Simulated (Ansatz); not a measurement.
# CdS: a single-point run

Wanted: a converged single-point run for CdS, and a check of what comes out. The structure is shown as the input types it. The cell is built on a prototype (rocksalt) and needn't be the phase found in nature.

Method: density functional or hybrid calculation with the settings of its input, plane waves (as first typed), in Ansatz 0.2.0.

5 further runs of the same task are left out: 5 that didn't finish.

### 1 The starting structure

The structure is cubic, space group Fm-3m (No. 225). Conventional cell: a = 5.454 Å, b = 5.454 Å, c = 5.454 Å, α = 90.00°, β = 90.00°, γ = 90.00°. Cd (site symmetry m-3m) has 6 S at 2.73 Å as nearest neighbours. S (site symmetry m-3m) has 6 Cd at 2.73 Å as nearest neighbours.

Coordinates:

```
Cd S
1.0
     0.00000    2.72678    2.72678
     2.72678    0.00000    2.72678
     2.72678    2.72678    0.00000
Cd S
1 1
Direct
  0.00000 0.00000 0.00000
  0.50000 0.50000 0.50000
```

### 2 The run

File input.yaml:

```yaml
crystal:
  lattice:
    - [0.0, 2.7267765431, 2.7267765431]
    - [2.7267765431, 0.0, 2.7267765431]
    - [2.7267765431, 2.7267765431, 0.0]
  atoms:
    - { symbol: Cd, position: [0.0, 0.0, 0.0] }
    - { symbol: S, position: [0.5, 0.5, 0.5] }
kpoints:
  mp_grid: { grid: [6, 6, 6] }
hamiltonian:
  xc: pbesol
scf:
  occupations: { method: fixed }
  n_extra_bands: 4
  max_iter: 83
output:
  forces: true
  stress: true
  eigenvalues: true
basis:
  ecutwfc: 80
```

The run is started by

```bash
$ ansatz run input.yaml --threads 4 --pin off --max-ram 3686MiB --backend cpu --events-out ev --progress --plain --runs-dir out
```

What happens when this is run?

This run ends as converged, with warnings (band overlap at count, cutoff below recommended, metallic iterate). It gives a pressure of -40 GPa, which is large.

The suspect setting: basis.ecutwfc is 80. The cutoff lies far under what these potentials need. The potentials' recommended cutoff is 420 eV.

The test: delete basis.ecutwfc (the default then holds).
